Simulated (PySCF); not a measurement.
# SnTe under changes of volume

One of the cells (31.281 Å³/atom); the others are scaled copies at fixed shape and fractional positions:

```
Te Sn
1.0
     0.00000    3.15085    3.15085
     3.15085    0.00000    3.15085
     3.15085    3.15085    0.00000
Te Sn
1 1
Direct
  0.50000 0.50000 0.50000
  0.00000 0.00000 0.00000
```

```yaml
Program: PySCF 2.14.0
Functional: PBE
Potentials_or_basis: DZVP-MOLOPT-SR/GTH-PBE (potentials made for PBE)
k_mesh: 6 × 6 × 6
Occupations: fermi-dirac, width 0.05 eV
Spin: no spin polarisation
```

```tsv
volume (Å³/atom)	energy over the lowest point (meV/atom)	gap on the mesh (eV)
29.404	77.03	0.19
30.030	52.90	0.19
30.656	33.99	0.12
31.281	?	?
31.907	9.58	0.01
32.532	3.12	0.04
33.158	0.00	0.09
```

Problem. What does the run at 31.281 Å³/atom give?

Solution. Energy over the lowest point 19.72 meV/atom; gap on the mesh 0.07 eV.

Worked out: A Birch-Murnaghan fit of order 3 (a polynomial in V^(-2/3)) to the other rows has its minimum at 33.51 Å³/atom, just outside them, with B0 = V·E''(V) = 38 GPa and B' = 5.0. It gives 19.72 meV/atom at 31.281 Å³/atom, against the run's 19.72.

Energies are extrapolated to zero smearing.

Caveats: spin-orbit coupling is left out, which moves the levels of the heavy elements; the basis of atomic orbitals isn't converged, which shifts pressures, moduli and gaps.

A mesh can miss the band edges.
